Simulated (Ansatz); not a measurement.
# BeS (F-43m) in Ansatz: equation of state

How stiff is BeS in PBEsol, and what volume does it want? The cell is scaled to several volumes.

All numbers are computed with Ansatz 0.2.0; they aren't measurements. Logs are shortened: lines on timing, memory, paths and dates and some standing lists are left out, and cuts for length are marked.

## Step 1: The structure

It takes space group F-43m (No. 216, cubic). The conventional cell has a = 4.850 Å, b = 4.850 Å, c = 4.850 Å, α = 90.00°, β = 90.00°, γ = 90.00°. S (site symmetry -43m) is surrounded by 4 Be at 2.10 Å. Around Be (site symmetry -43m) lie 4 S at 2.10 Å.

## Step 2: Single point, PBEsol, 13.40 Å³/atom (volume scaled by 0.94)

File input.yaml:

```yaml
crystal:
  lattice:
    - [0.0, 2.3754963136, 2.3754963136]
    - [2.3754963136, 0.0, 2.3754963136]
    - [2.3754963136, 2.3754963136, 0.0]
  atoms:
    - { symbol: S, position: [0.75, 0.75, 0.75] }
    - { symbol: Be, position: [0.0, 0.0, 0.0] }
hamiltonian:
  xc: pbesol
  pseudopotentials: { kind: paw }
kpoints:
  mp_grid: { grid: [9, 9, 9] }
scf:
  occupations: { method: fermi_dirac, width: 0.05 }
output:
  forces: true
  stress: true
  eigenvalues: true
```

Potentials or basis: Ansatz PAW.

Command:

```
$ ansatz run input.yaml --threads 2 --pin off --max-ram 5632MiB --backend cpu --events-out ev --progress --plain --runs-dir out
```

Output:

```text
Warning: RAYON_NUM_THREADS=2 ignored (pool sized by the plan → 2); use --threads N
Engine: ansatz 0.2.0, x86_64-unknown-linux-gnu
Pseudopotentials: kind: paw
Pseudopotential: S, paw, valence charge 6, recommended cutoff 420 eV (normal), S.paw.azcp
Pseudopotential: Be, paw, valence charge 2, recommended cutoff 420 eV (normal), Be.paw.azcp
Functional definition: PBEsol
  exchange = pbesol_x
  correlation = pbesol_c
Crystal: 2 atoms, lattice volume = 26.810 Å³
Basis set: ecut = 420 eV, 531 PW (Γ), exchange–correlation on 48×48×48 points (8 copies of the dense FFT grid, shifted against one another)
Bands: 8, of which v1, the nominal top of the filled ones, is band 4 counted from 1 (3 counted from 0)
Symmetry: 24 space group operations
Space group: F-43m (ITA 216), of the structure as read, at distance tolerance 3.0e-5 Å
k-points: 35 of 729 (time reversal used)
Non-local potential: S, projectors of the file, l = 0: 2, l = 1: 2, l = 2: 2
Non-local potential: Be, projectors of the file, l = 0: 2, l = 1: 2, l = 2: 1
PAW form: soft (Blöchl's): semilocal exchange-correlation on the pseudo side does not see the compensation charge
PAW frozen core: S, regenerated for the run's functional, and the local potential with it (the file was generated under x = pbe(κ = 0.804, μ = 0.2195149727645171), c = pbe(β = 0.06672455060314922))
PAW frozen core: Be, regenerated for the run's functional, and the local potential with it (the file was generated under x = pbe(κ = 0.804, μ = 0.2195149727645171), c = pbe(β = 0.06672455060314922))
PAW one-centre angular grid: S, 110 points (default); XC on 64 Gauss nodes
PAW one-centre angular grid: Be, 110 points (default); XC on 64 Gauss nodes
Initial density: superposition of atomic densities (neutral atoms: chi_scale 0, normalization atom), corrected by the library's trained network
Initial wavefunctions: pseudopotential atomic-orbital guess
Functional: x = pbesol(κ = 0.804, μ = 0.12345679012345678), c = pbesol(β = 0.046)
SCF iter   1: F=—  HF=-977.419272 eV  |F-HF|=—  |Δ(HF+E_count)|=         —  Δρ=3.77e-3  dr2=4.93e-3  ethr=1.77e-3  ⟨swp⟩=5.1  Hψ=2283  notcnv=0
preconditioner: auto → none  [insulator: Δε(μ)=2.840 eV  Ē_g=13.066 eV  σ=0.050 eV  W_gap=1.00  n_scr=0 (ndim 8)  ℏωp=20.3 eV  f_vac=0.000  D(μ)=0.00/eV (n_scr^D=0)  ε∞_Penn≈3.4]
SCF iter   2: F=—  HF=-977.417717 eV  |F-HF|=—  |Δ(HF+E_count)|=   1.56e-3  Δρ=1.30e-3  dr2=4.95e-4  ethr=6.16e-5  ⟨swp⟩=1.9  Hψ=649  notcnv=0
SCF iter   3: F=—  HF=-977.417783 eV  |F-HF|=—  |Δ(HF+E_count)|=   6.63e-5  Δρ=2.59e-4  dr2=1.10e-5  ethr=6.19e-6  ⟨swp⟩=2.0  Hψ=420  notcnv=0
SCF iter   4: F=—  HF=-977.417814 eV  |F-HF|=—  |Δ(HF+E_count)|=   3.08e-5  Δρ=3.44e-5  dr2=2.70e-7  ethr=1.38e-7  ⟨swp⟩=2.0  Hψ=394  notcnv=0
SCF iter   5: F=—  HF=-977.417814 eV  |F-HF|=—  |Δ(HF+E_count)|=   1.67e-7  Δρ=3.38e-5  dr2=3.98e-7  ethr=3.38e-9  ⟨swp⟩=2.0  Hψ=420  notcnv=0
SCF iter   6: F=-977.417814 eV  HF=-977.417814 eV  |F-HF|=5.12e-12  |Δ(HF+E_count)|=   1.44e-7  Δρ=8.41e-7  dr2=1.51e-10  ethr=1.25e-9  ⟨swp⟩=2.9  Hψ=994  notcnv=0
SCF 1 converged in 6 iterations: F = -977.417814 eV  dr2 = 1.51e-10
SCF converged after 6 iterations
Free energy (F): -977.417814 eV
Harris-Foulkes:  -977.417814 eV  (|F-HF|=5.12e-12)
Internal energy: -977.417814 eV  (E = F + TS)
E sigma→0 (E₀):  -977.417814 eV
Fermi energy:    7.465642 eV
--- Per-component energies (eV) ---
  E_band       = 5.048891
  E_kinetic    = 129.975416
  E_local      = -108.258879  (includes V_loc(G=0)·N_el)
  E_nonlocal   = 33.177075
  E_hartree    = 33.141109
  E_xc         = -116.848202
  E_vxc        = -109.652803  (∫ρ·V_xc dr)
  E_paw        = -641.586538  (= ΣΔE_a)
  E_vpaw       = -6.474066  (= ΣTr[D̂ρ^β])
  E_aug_tail   = 0.000001  (compensation charges beyond the density's cutoff)
  E_ewald      = -307.089277
  E_core_change = 0.071481  (= ΣΔE_core)
  E_smearing   = -0.000000  (= −TS)
  E_closure    = -0.000000  (closes the sum)
  Σ components = -977.417814   (vs F -977.417814, Δ=0.00e0)
--- Forces (eV/Å), atoms counted from 1 ---
  atom   1  S     -0.00000000     0.00000000    -0.00000000
  atom   2  Be    -0.00000000     0.00000000    -0.00000000
  max |Σ_I F_I| component: 4.49e-16 eV/Å
--- Stress (GPa, compression-positive) ---
        5.863248      -0.000000      -0.000000
        0.000000       5.863248       0.000000
       -0.000000       0.000000       5.863248
  P = ⅓ Tr σ = 5.8632 GPa (58.632 kbar)
--- Band table (eV; the first three rows and the last of 35) ---
  k-point 0: bands = ["-8.1101", "6.0374", "6.0374", "6.0374", "11.5812", "11.5812", "11.5812", "12.2725"]
  k-point 1: bands = ["-7.9563", "4.9704", "5.8566", "5.8566", "11.6350", "11.8969", "11.8969", "13.2960"]
  k-point 2: bands = ["-7.5207", "2.9760", "5.4745", "5.4745", "11.6458", "12.4478", "12.4478", "15.2023"]
  k-point 34: bands = ["-5.6820", "1.2606", "1.9155", "2.6882", "12.1842", "13.4713", "14.5528", "16.1567"]
```

Wall time 0.32 s (2 threads of Intel Xeon 6975P-C (Granite Rapids), shared host); peak memory 0.33 GiB.

Results:

* Free energy: -977.4178 eV
* Pressure: 5.9 GPa
* Band gap on the k mesh: 2.88 eV, indirect (least direct gap 5.54 eV)

Caveat: odd divisions of the mesh miss points on the zone boundary, where band edges often lie, so the gap on the mesh can be too wide; the PAW data sets come from PBE, with cores solved anew for the run's functional, which leaves a small shift of forces and pressure.

## Step 3: Single point, PBEsol, 13.69 Å³/atom (volume scaled by 0.96)

input.yaml, as its differences from that of step 2:

```diff
@@ -2,5 +2,5 @@
   lattice:
-    - [0.0, 2.3754963136, 2.3754963136]
-    - [2.3754963136, 0.0, 2.3754963136]
-    - [2.3754963136, 2.3754963136, 0.0]
+    - [0.0, 2.3922257121, 2.3922257121]
+    - [2.3922257121, 0.0, 2.3922257121]
+    - [2.3922257121, 2.3922257121, 0.0]
   atoms:
```

Potentials or basis: Ansatz PAW.

Command:

```
$ ansatz run input.yaml --threads 2 --pin off --max-ram 5632MiB --backend cpu --events-out ev --progress --plain --runs-dir out
```

Wall time 0.34 s (2 threads of Intel Xeon 6975P-C (Granite Rapids), shared host); peak memory 0.33 GiB.

It converged, with:

- Free energy: -977.4343 eV
- Pressure: 3.5 GPa
- Band gap on the k mesh: 2.93 eV, indirect (least direct gap 5.56 eV)

Caveat: odd divisions of the mesh miss points on the zone boundary, where band edges often lie, so the gap on the mesh can be too wide; the PAW data sets come from PBE, with cores solved anew for the run's functional, which leaves a small shift of forces and pressure.

## Step 4: Single point, PBEsol, 13.98 Å³/atom (volume scaled by 0.98)

input.yaml, as its differences from that of step 3:

```diff
@@ -2,5 +2,5 @@
   lattice:
-    - [0.0, 2.3922257121, 2.3922257121]
-    - [2.3922257121, 0.0, 2.3922257121]
-    - [2.3922257121, 2.3922257121, 0.0]
+    - [0.0, 2.4087243418, 2.4087243418]
+    - [2.4087243418, 0.0, 2.4087243418]
+    - [2.4087243418, 2.4087243418, 0.0]
   atoms:
@@ -19 +19,5 @@
   eigenvalues: true
+  write_density: true
+  write_potential: true
+  elf: true
+  volumetric_format: npy
```

Command:

```
$ ansatz run input.yaml --threads 2 --pin off --max-ram 5632MiB --backend cpu --events-out ev --progress --plain --runs-dir out
```

Run time: 0.42 s. Hardware: 2 threads of Intel Xeon 6975P-C (Granite Rapids), shared host; peak memory 0.31 GiB.

The run converged. Its results:

| Property | Result |
| --- | --- |
| Free energy | -977.4427 eV |
| Pressure | 1.3 GPa |
| Band gap on the k mesh | 2.98 eV, indirect (least direct gap 5.57 eV) |

Caveat: odd divisions of the mesh miss points on the zone boundary, where band edges often lie, so the gap on the mesh can be too wide; the PAW data sets come from PBE, with cores solved anew for the run's functional, which leaves a small shift of forces and pressure.

## Step 5: Single point, PBEsol, 14.26 Å³/atom

input.yaml, as its differences from that of step 4:

```diff
@@ -2,5 +2,5 @@
   lattice:
-    - [0.0, 2.4087243418, 2.4087243418]
-    - [2.4087243418, 0.0, 2.4087243418]
-    - [2.4087243418, 2.4087243418, 0.0]
+    - [0.0, 2.425, 2.425]
+    - [2.425, 0.0, 2.425]
+    - [2.425, 2.425, 0.0]
   atoms:
```

Command:

```
$ ansatz run input.yaml --threads 2 --pin off --max-ram 5632MiB --backend cpu --events-out ev --progress --plain --runs-dir out
```

Run time: 0.43 s. Hardware: 2 threads of Intel Xeon 6975P-C (Granite Rapids), shared host; peak memory 0.34 GiB.

The run converged. Its results:

| Item | Value |
| --- | --- |
| Free energy | -977.4436 eV |
| Pressure | -0.7 GPa |
| Band gap on the k mesh | 3.02 eV, indirect (least direct gap 5.58 eV) |

Caveat: odd divisions of the mesh miss points on the zone boundary, where band edges often lie, so the gap on the mesh can be too wide; the PAW data sets come from PBE, with cores solved anew for the run's functional, which leaves a small shift of forces and pressure.

## Step 6: Single point, PBEsol, 14.55 Å³/atom (volume scaled by 1.02)

input.yaml, as its differences from that of step 5:

```diff
@@ -2,5 +2,5 @@
   lattice:
-    - [0.0, 2.425, 2.425]
-    - [2.425, 0.0, 2.425]
-    - [2.425, 2.425, 0.0]
+    - [0.0, 2.4410600707, 2.4410600707]
+    - [2.4410600707, 0.0, 2.4410600707]
+    - [2.4410600707, 2.4410600707, 0.0]
   atoms:
@@ -19,5 +19 @@
   eigenvalues: true
-  write_density: true
-  write_potential: true
-  elf: true
-  volumetric_format: npy
```

Potentials or basis: Ansatz PAW.

Command:

```
$ ansatz run input.yaml --threads 2 --pin off --max-ram 5632MiB --backend cpu --events-out ev --progress --plain --runs-dir out
```

Wall time 0.33 s (2 threads of Intel Xeon 6975P-C (Granite Rapids), shared host); peak memory 0.34 GiB.

It converged, with:

| Property | Result |
| --- | --- |
| Free energy | -977.4378 eV |
| Pressure | -2.5 GPa |
| Band gap on the k mesh | 3.06 eV, indirect (least direct gap 5.54 eV) |

Caveat: odd divisions of the mesh miss points on the zone boundary, where band edges often lie, so the gap on the mesh can be too wide; the PAW data sets come from PBE, with cores solved anew for the run's functional, which leaves a small shift of forces and pressure.

## Step 7: Single point, PBEsol, 14.83 Å³/atom (volume scaled by 1.04)

input.yaml, as its differences from that of step 6:

```diff
@@ -2,5 +2,5 @@
   lattice:
-    - [0.0, 2.4410600707, 2.4410600707]
-    - [2.4410600707, 0.0, 2.4410600707]
-    - [2.4410600707, 2.4410600707, 0.0]
+    - [0.0, 2.4569115543, 2.4569115543]
+    - [2.4569115543, 0.0, 2.4569115543]
+    - [2.4569115543, 2.4569115543, 0.0]
   atoms:
```

Command:

```
$ ansatz run input.yaml --threads 2 --pin off --max-ram 5632MiB --backend cpu --events-out ev --progress --plain --runs-dir out
```

Run time: 0.34 s. Hardware: 2 threads of Intel Xeon 6975P-C (Granite Rapids), shared host; peak memory 0.34 GiB.

Results (log left out):

```
Free energy            : -977.4259 eV
Pressure               : -4.2 GPa
Band gap on the k mesh : 3.10 eV, indirect (least direct gap 5.38 eV)
```

Caveat: odd divisions of the mesh miss points on the zone boundary, where band edges often lie, so the gap on the mesh can be too wide; the PAW data sets come from PBE, with cores solved anew for the run's functional, which leaves a small shift of forces and pressure.

## Step 8: Single point, PBEsol, 15.12 Å³/atom (volume scaled by 1.06)

input.yaml, as its differences from that of step 7:

```diff
@@ -2,5 +2,5 @@
   lattice:
-    - [0.0, 2.4569115543, 2.4569115543]
-    - [2.4569115543, 0.0, 2.4569115543]
-    - [2.4569115543, 2.4569115543, 0.0]
+    - [0.0, 2.4725610944, 2.4725610944]
+    - [2.4725610944, 0.0, 2.4725610944]
+    - [2.4725610944, 2.4725610944, 0.0]
   atoms:
```

Potentials or basis: Ansatz PAW.

Command:

```
$ ansatz run input.yaml --threads 2 --pin off --max-ram 5632MiB --backend cpu --events-out ev --progress --plain --runs-dir out
```

Output:

```text
Warning: RAYON_NUM_THREADS=2 ignored (pool sized by the plan → 2); use --threads N
[... 7 set-up lines as earlier in the session ...]
Crystal: 2 atoms, lattice volume = 30.232 Å³
Basis set: ecut = 420 eV, 609 PW (Γ), exchange–correlation on 48×48×48 points (8 copies of the dense FFT grid, shifted against one another)
Bands: 8, of which v1, the nominal top of the filled ones, is band 4 counted from 1 (3 counted from 0)
[... 1 set-up line as earlier in the session ...]
Space group: F-43m (ITA 216), of the structure as read, at distance tolerance 3.1e-5 Å
k-points: 35 of 729 (time reversal used)
[... 10 set-up lines as earlier in the session ...]
SCF iter   1: F=—  HF=-977.409711 eV  |F-HF|=—  |Δ(HF+E_count)|=         —  Δρ=3.25e-3  dr2=4.60e-3  ethr=1.77e-3  ⟨swp⟩=5.2  Hψ=2276  notcnv=0
preconditioner: auto → none  [insulator: Δε(μ)=3.098 eV  Ē_g=12.348 eV  σ=0.050 eV  W_gap=1.00  n_scr=0 (ndim 8)  ℏωp=19.1 eV  f_vac=0.000  D(μ)=0.00/eV (n_scr^D=0)  ε∞_Penn≈3.4]
SCF iter   2: F=—  HF=-977.408358 eV  |F-HF|=—  |Δ(HF+E_count)|=   1.35e-3  Δρ=1.05e-3  dr2=3.65e-4  ethr=5.75e-5  ⟨swp⟩=1.9  Hψ=671  notcnv=0
SCF iter   3: F=—  HF=-977.408419 eV  |F-HF|=—  |Δ(HF+E_count)|=   6.09e-5  Δρ=2.82e-4  dr2=1.75e-5  ethr=4.56e-6  ⟨swp⟩=2.0  Hψ=400  notcnv=0
SCF iter   4: F=—  HF=-977.408447 eV  |F-HF|=—  |Δ(HF+E_count)|=   2.83e-5  Δρ=3.39e-5  dr2=2.43e-7  ethr=2.19e-7  ⟨swp⟩=1.9  Hψ=366  notcnv=0
iter 5 did not close the SCF: its close was put off for the readings that it lacked (scf_convergence_deferred on its scf_iter line)
SCF iter   5: F=-977.408448 eV  HF=-977.408448 eV  |F-HF|=5.38e-8  |Δ(HF+E_count)|=   1.50e-7  Δρ=1.32e-5  dr2=7.53e-8  ethr=3.04e-9  ⟨swp⟩=2.1  Hψ=411  notcnv=0
SCF iter   6: F=-977.408448 eV  HF=-977.408448 eV  |F-HF|=1.14e-9  |Δ(HF+E_count)|=   2.56e-8  Δρ=1.96e-6  dr2=1.65e-9  ethr=9.42e-10  ⟨swp⟩=2.1  Hψ=966  notcnv=0
SCF 1 converged in 6 iterations: F = -977.408448 eV  dr2 = 1.65e-9
SCF converged after 6 iterations
Free energy (F): -977.408448 eV
Harris-Foulkes:  -977.408448 eV  (|F-HF|=1.14e-9)
Internal energy: -977.408448 eV  (E = F + TS)
E sigma→0 (E₀):  -977.408448 eV
Fermi energy:    6.211402 eV
--- Per-component energies (eV) ---
  E_band       = -2.645011
  E_kinetic    = 126.146725
  E_local      = -121.622304  (includes V_loc(G=0)·N_el)
  E_nonlocal   = 32.665946
  E_hartree    = 37.115058
  E_xc         = -115.386631
  E_vxc        = -107.778195  (∫ρ·V_xc dr)
  E_paw        = -641.364781  (= ΣΔE_a)
  E_vpaw       = -6.286996  (= ΣTr[D̂ρ^β])
  E_aug_tail   = 0.000001  (compensation charges beyond the density's cutoff)
  E_ewald      = -295.033942
  E_core_change = 0.071481  (= ΣΔE_core)
  E_smearing   = -0.000000  (= −TS)
  E_closure    = -0.000000  (closes the sum)
  Σ components = -977.408448   (vs F -977.408448, Δ=0.00e0)
--- Forces (eV/Å), atoms counted from 1 ---
  atom   1  S     -0.00000000    -0.00000000     0.00000000
  atom   2  Be    -0.00000000     0.00000000     0.00000000
  max |Σ_I F_I| component: 3.78e-16 eV/Å
--- Stress (GPa, compression-positive) ---
       -5.638301      -0.000000      -0.000000
       -0.000000      -5.638301       0.000000
       -0.000000       0.000000      -5.638301
  P = ⅓ Tr σ = -5.6383 GPa (-56.383 kbar)
--- Band table (eV; the first three rows and the last of 35) ---
  k-point 0: bands = ["-8.6828", "4.6503", "4.6503", "4.6503", "9.8807", "10.2541", "10.2541", "10.2541"]
  k-point 1: bands = ["-8.5517", "3.6987", "4.5020", "4.5020", "9.9609", "10.5237", "10.5237", "11.1282"]
  k-point 2: bands = ["-8.1844", "1.9301", "4.1803", "4.1803", "9.9165", "11.0150", "11.0150", "12.9195"]
  k-point 34: bands = ["-6.7137", "0.4318", "1.0927", "1.8197", "10.7144", "12.0385", "12.6475", "14.2347"]
```

Wall time 0.34 s (2 threads of Intel Xeon 6975P-C (Granite Rapids), shared host); peak memory 0.33 GiB.

What came out:

| Property | Result |
| --- | --- |
| Free energy | -977.4084 eV |
| Pressure | -5.6 GPa |
| Band gap on the k mesh | 3.14 eV, indirect (least direct gap 5.23 eV) |

Caveat: odd divisions of the mesh miss points on the zone boundary, where band edges often lie, so the gap on the mesh can be too wide; the PAW data sets come from PBE, with cores solved anew for the run's functional, which leaves a small shift of forces and pressure.

## Step 9: Equation of state, PBEsol

Potentials or basis: Ansatz PAW.

No new run: the results of the series are fitted here.

What came out:

```
Equilibrium volume                      : 14.15 Å³/atom
Bulk modulus                            : 97 GPa
Pressure derivative of the bulk modulus : 3.8
```

Energy against volume, from the lowest point:
```csv
volume (Å³/atom),energy (meV/atom)
13.405,12.91
13.690,4.65
13.975,0.47
14.261,0.00
14.546,2.90
14.831,8.85
15.116,17.59
```
